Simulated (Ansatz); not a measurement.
Strain response of HfB

The calculation used DFT PBEsol, scalar-relativistic, plane waves, PAW (Ansatz). (420 eV cutoff, 16×16×12 k-mesh, Gaussian smearing of 0.10 eV, no spin polarisation)

The relaxed crystal:

```xyz
4
Lattice="2.3939 2.3939 0.0000 -2.3939 2.3939 0.0000 0.0000 0.0000 4.7879" Properties=species:S:1:pos:R:3 pbc="T T T"
Hf    0.0000    2.3939    0.0000
Hf    0.0000    0.0000    2.3939
B     0.0000    0.0000    0.0000
B     0.0000    2.3939    2.3939
```

Deformation: biaxial strain in the a-b plane, with the length and tilt of c and the atoms relaxed, all within the symmetry that the strain leaves. Energies are extrapolated to zero smearing. Stress is positive in compression, on the Cartesian axes of the cell above.

Spin–orbit coupling is left out, which can shift energies with elements as heavy as these.

```csv
strain (%),ΔE (meV/atom),a (Å),b (Å),c (Å),σxx (GPa),σyy (GPa),σzz (GPa)
-4.5,?,3.233,3.233,?,?,?,?
-3.0,39.7,3.284,3.284,4.827,16.44,16.44,-0.01
-1.5,9.5,3.335,3.335,4.807,7.59,7.59,0.00
+0.0,0.0,3.386,3.386,4.788,-0.02,-0.02,-0.08
+1.5,8.6,3.436,3.436,4.767,-6.43,-6.43,0.01
+3.0,?,3.487,3.487,?,?,?,?
+4.5,70.0,3.538,3.538,4.727,-16.31,-16.31,0.01
```

(1) Fill in the row at -4.5 %.

(2) Fill in the row at +3.0 %.

Results:

(1) ΔE 93.3 meV/atom; c 4.848 Å; σxx 26.67 GPa; σyy 26.67 GPa; σzz -0.01 GPa.

(2) ΔE 32.7 meV/atom; c 4.747 Å; σxx -11.81 GPa; σyy -11.81 GPa; σzz 0.01 GPa.